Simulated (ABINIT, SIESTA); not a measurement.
A SIESTA input for a self-consistent single point of ZnTe (F-43m, 2 atoms in the cell) (DFT, GGA PBE with spin-orbit coupling, numerical atomic orbitals TZP, PseudoDojo PBE fully relativistic norm-conserving potentials (rewritten from UPF to PSML)):

```
# files in the folder: Zn.psml Te.psml (PseudoDojo PBE fully relativistic)
SystemName  ZnTe
SystemLabel znte

NumberOfAtoms                2
NumberOfSpecies              2
%block ChemicalSpeciesLabel
  1 30 Zn
  2 52 Te
%endblock ChemicalSpeciesLabel
LatticeConstant              1.0 Ang
%block LatticeVectors
     0.000000000    3.035754000    3.035754000
     3.035754000    0.000000000    3.035754000
     3.035754000    3.035754000    0.000000000
%endblock LatticeVectors
AtomicCoordinatesFormat      Bohr
%block AtomicCoordinatesAndAtomicSpecies
     5.736743642    5.736743642    5.736743642  1
     2.868371821    2.868371821    2.868371821  2
%endblock AtomicCoordinatesAndAtomicSpecies

XC.functional                GGA
XC.authors                   PBE
PAO.BasisSize                TZP
PAO.EnergyShift              0.01 Ry
MeshCutoff                   350 Ry
%block kgrid.MonkhorstPack
    6   0   0  0.0
    0   6   0  0.0
    0   0   6  0.0
%endblock kgrid.MonkhorstPack
OccupationFunction           FD
ElectronicTemperature        10 K
Spin                         spin-orbit
%block DM.InitSpin
  1 0.00 0.00 0.00
  2 0.00 0.00 0.00
%endblock DM.InitSpin

MaxSCFIterations             150
SCF.Mixer.Method             Pulay
SCF.Mixer.Weight             0.25
SCF.Mixer.History            6
SCF.DM.Tolerance             1.0E-05
Diag.ParallelOverK           true
WriteForces                  true
Charge.Mulliken              end
```

Task: Write the same calculation as an input for ABINIT.

Result: This is the input that was run; spellings and numerical settings could be chosen otherwise.

```
# ZnTe, JTH v2.0 PBE PAW
pp_dirpath "./"
pseudos "Zn.GGA_PBE-JTH.xml, Te.GGA_PBE-JTH.xml"
acell 3*1.0 Angstrom
rprim
        -0.0000000000    3.0357540000    3.0357540000
         3.0357540000    0.0000000000    3.0357540000
         3.0357540000    3.0357540000   -0.0000000000
natom 2
ntypat 2
znucl 30 52
typat 1 2
xcart
         3.0357540000    3.0357540000    3.0357540000
         1.5178770000    1.5178770000    1.5178770000
      Angstrom
ecut 30
pawecutdg 60
pawxcdev 0
ixc 11
nspinor 2
nspden 1
occopt 1
nband 24
kptopt 4
ngkpt 6 6 6
nshiftk 1
shiftk 0 0 0
nstep 80
tolvrs 1.0e-11
diemac 4
prtwf 0
prtden 0
```

Basis settings and potentials, where a program has them, do not carry over. This input uses DFT, PBE, spin-orbit coupling, plane waves, PAW (JTH v2.0 PBE PAW). Both were run: gap on the mesh 1.312 eV in SIESTA and 1.068 in ABINIT.

On ABINIT: the starting cell comes from a database of computed structures (which also holds hypothetical and non-ambient phases and stackings), without a prior relaxation at this level. Its lattice was rescaled by a random factor within 2.5 % of one.

On SIESTA: the starting cell comes from a database of computed structures (which also holds hypothetical and non-ambient phases and stackings), without a prior relaxation at this level. Its lattice was rescaled by a random factor within 2.5 % of one. Values carry the incompleteness of an atom-centred basis.
